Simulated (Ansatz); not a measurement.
Runs of Ansatz 0.2.0 on MoS2. It takes space group R-3m (No. 166, trigonal). Conventional cell: a = 3.171 Å, b = 3.171 Å, c = 18.345 Å, α = 90.00°, β = 90.00°, γ = 120.00°. Around Mo (site symmetry -3m) lie 6 S at 2.39 Å. S (site symmetry 3m) is surrounded by 3 Mo at 2.39 Å. Measurements of this composition are mostly on another form, of space group No. 194.

```csv
level,cutoff (eV),gap on the mesh (eV),pressure (GPa),largest force (eV/Å)
HSE06,420,none,(d),0.46
r2SCAN,500,none,(b),0.74
LDA,420,none,0.1,(a)
r2SCAN0,500,none,(c),0.36
PBEsol,420,none,2.8,0.71
PBE0,420,none,3.4,0.47
```

Alike in all rows: task projected density of states; potentials or basis Ansatz PAW; no spin polarisation; cell as given; k mesh 6 × 6 × 6; smearing fermi-dirac 0.05 eV; the mesh is coarse, so values aren't converged.

Q: Estimate the missing entries.

A: (a) 0.53; (b) 7.0; (c) 3.0; (d) 3.5.

Caveats: all runs use coarse meshes; the cell's inner coordinates are idealised or old, which leaves forces on the atoms; the PAW data sets come from PBE, with cores solved anew for the run's functional, which leaves a small shift of forces and pressure; the density of states is complete only up to the lowest level of the last band computed; the thresholds are loose for stress (some runs).

A k mesh can miss the band edges, and the runs leave out spin-orbit coupling on Mo.

A gap of «none» marks a metal or a gap under the smearing width.
